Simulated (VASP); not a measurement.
Here is a VASP 6.6.1 calculation.

INCAR

```
SYSTEM = Si
PREC     = Accurate       ! precision mode
ENCUT    = 520            ! plane-wave cutoff, eV
EDIFF    = 1E-6           ! SCF threshold, eV
ISMEAR   = 0              ! smearing method
SIGMA    = 0.026000000000000002 ! smearing width, eV
LREAL    = .FALSE.        ! projectors in reciprocal space
LASPH    = .TRUE.         ! aspherical terms in the spheres
NELM     = 60             ! most SCF steps
ALGO     = Normal         ! electronic algorithm
ISIF     = 2              ! what is computed and relaxed
LWAVE    = .FALSE.        ! write WAVECAR
LCHARG   = .FALSE.        ! write CHGCAR
GGA      = PE             ! functional
```

Contents of KPOINTS:

```
Automatic mesh
0
G
  8 8 8
  0 0 0
```

Contents of POSCAR:

```
Si
1.0
    0.0000000000      2.7218511865      2.7218511865
    2.7218511865      0.0000000000      2.7218511865
    2.7218511865      2.7218511865      0.0000000000
Si
2
Direct
    0.5000000000      0.5000000000      0.5000000000
    0.7500000000      0.7500000000      0.7500000000
```

Potentials or basis: VASP PAW PBE potentials, release 64 (Si).

Command:

```bash
$ cat potpaw_PBE.64/Si/POTCAR > POTCAR
$ mpirun -np 1 vasp_std > vasp.out
```

Question: Estimate the band gap on the k mesh.

Answer: 0.63 eV, indirect (least direct gap 2.56 eV).

Question: Predict the pressure.

Answer: 1.3 GPa.

A k mesh can miss the band edges. Expect the measured gap to be larger: semilocal functionals such as PBE lack the derivative discontinuity.
